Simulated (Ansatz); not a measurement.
**Li2O under changes of volume**

One of the cells (8.399 Å³/atom); the others are scaled copies at fixed shape and fractional positions:

```xyz
3
Lattice="0.0000 2.3269 2.3269 2.3269 0.0000 2.3269 2.3269 2.3269 0.0000" Properties=species:S:1:pos:R:3 pbc="T T T"
O     0.0000    0.0000    0.0000
Li    1.1634    1.1634    1.1634
Li    3.4903    3.4903    3.4903
```

The cell comes from a database or a generator and needn't be the stable form of this composition.

- Program: Ansatz 0.2.0
- Functional: r2SCAN
- Potentials or basis: Ansatz PAW
- Cutoff: 500 eV (not typed: the program's choice for these potentials)
- k mesh: 10 × 10 × 10
- Occupations: fermi-dirac, width 0.05 eV
- Spin: no spin polarisation

| volume (Å³/atom) | energy over the lowest point (meV/atom) | pressure (GPa) | gap on the mesh (eV) |
| --- | --- | --- | --- |
| 7.895 | 0.00 | 0.8 | 5.79 |
| 8.063 | 0.11 | -1.0 | 5.74 |
| 8.231 | ? | ? | ? |
| 8.399 | 5.61 | -4.1 | 5.65 |
| 8.567 | 10.66 | -5.5 | 5.61 |
| 8.735 | 17.05 | -6.7 | 5.51 |
| 8.903 | 24.64 | -7.8 | 5.37 |

What does the run at 8.231 Å³/atom give?

Energy over the lowest point 2.04 meV/atom; pressure -2.6 GPa; gap on the mesh 5.70 eV.

Worked out: A Birch-Murnaghan fit of order 3 (a polynomial in V^(-2/3)) to the other rows has its minimum at 7.97 Å³/atom with B0 = V·E''(V) = 87 GPa and B' = 3.9. It gives 2.04 meV/atom at 8.231 Å³/atom, against the run's 2.04, and -dE/dV = -2.6 GPa, against -2.6. A parabola through the other rows of the gap, of slope -2.33 eV per unit of ln V there, gives 5.72 eV, against the run's 5.70.

Energies are extrapolated to zero smearing.

Caveats: the PAW data sets come from PBE, with cores solved anew for the run's functional, which leaves a small shift of forces and pressure.

A mesh can miss the band edges.
